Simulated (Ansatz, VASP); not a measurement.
**One calculation of FeGe, two programs**

```
Fe Ge
1.0
     3.69824    0.00000    0.00000
     0.00000    3.69824    0.00000
     0.00000    0.00000    3.69824
Fe Ge
1 1
Direct
  0.00000 0.00000 0.00000
  0.50000 0.50000 0.50000
```

Alike in both runs: task single point; functional PBE; k mesh 6 × 6 × 6; occupations gaussian, width 0.1 eV; collinear spin.

|  | VASP | Ansatz |
| --- | --- | --- |
| version | VASP 6.6.1 | Ansatz 0.2.0 |
| potentials or method | VASP PAW PBE potentials, release 64 (Fe, Ge_d) | scalar-relativistic, plane waves, PAW |
| plane-wave cutoff (eV) | 520 | 420 |
| valence electrons in the cell | 22 | 30 |

|  | VASP | Ansatz | Ansatz less VASP |
| --- | --- | --- | --- |
| gap on the k mesh at the Fermi level (eV) | none | none | - |
| pressure (GPa) | -16.9 | -16.9 | -0.02 |
| net moment per atom (μB) | 1.48 | 1.48 | +0.008 |
| size of the moment on the site where the two differ most (μB) | 3.17 | 3.27 | +0.099 |

Site moments also hang on the region over which each program counts them. A gap of «none» marks a metal or a gap that the smearing closes. The two sets of potentials don't hold the same shells in valence.

Caveats: so large a pressure means that the cell lies far from this level's equilibrium, or that cutoff or potentials fall short (VASP).
